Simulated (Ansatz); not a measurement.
# Ru: equation of state with PBE

Ru:

```
Ru
1.0
     0.00000    1.91500    1.91500
     1.91500    0.00000    1.91500
     1.91500    1.91500    0.00000
Ru
1
Direct
  0.00000 0.00000 0.00000
```

This isn't the form of Ru at room conditions, which is hcp.

| Quantity | Value |
| --- | --- |
| Program | Ansatz 0.2.0 |
| Task | equation of state |
| Functional | PBE |
| Potentials or basis | Ansatz PAW |
| Cutoff | 420 eV |
| Density cutoff | 1680 eV |
| k mesh | 12 × 12 × 12 |
| Occupations | fermi-dirac, width 0.05 eV |
| Spin | no spin polarisation |

| Item | Value |
| --- | --- |
| Equilibrium volume | 13.82 Å³/atom |
| Bulk modulus | 307 GPa |
| Pressure derivative of the bulk modulus | 4.9 |

Energy against volume, from the lowest point:
```csv
volume (Å³/atom),energy (meV/atom)
13.203,29.06
13.484,8.20
13.765,0.00
14.045,3.05
14.326,16.06
14.607,37.94
14.888,67.64
```

All runs of the series together: 6.8 s on 1 thread of Arm Neoverse V2, with other jobs on the host.
